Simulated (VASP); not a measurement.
CoO, 4 atoms in the cell. Symmetry: P-6m2, No. 187, hexagonal system. Conventional cell: a = 2.828 Å, b = 2.828 Å, c = 2.722 Å, α = 90.00°, β = 90.00°, γ = 120.00°. Around Co (site symmetry -6m2) lie 6 O at 2.13 Å. Around O (site symmetry -6m2) lie 6 Co at 2.13 Å. The cell was built by a generator and needn't be a form met in nature.

```yaml
Program: VASP 6.6.1
Task: single point
Functional: PBE
Potentials_or_basis: VASP PAW PBE potentials, release 64 (Co, O)
Cutoff: 520 eV
k_mesh: 8 × 8 × 8
Occupations: fermi-dirac, width 0.05 eV
Spin: collinear spin, ferromagnetic start
Starting_moments: "[2.0, 2.0, 0.0, 0.0] μB"
Supercell_matrix: "[0, 1, 1, 1, 0, 1, 1, 1, 0]"
Further_INCAR_settings: ALGO = Fast; EDIFF = 1e-06
```

Potentials or basis: VASP PAW PBE potentials, release 64 (Co, O).

Run with:

```bash
$ cat potpaw_PBE.64/Co/POTCAR potpaw_PBE.64/O/POTCAR > POTCAR
$ mpirun -np 1 vasp_std > vasp.out
```

Hardware: 1 thread of AMD EPYC 9R45 (Zen 5), on a shared host.

How long does it take, and how much memory?

Wall time 2 min on 1 thread of AMD EPYC 9R45 (Zen 5) (shared host), peak memory 0.22 GiB. Counts: scf iterations 19, k points 95.
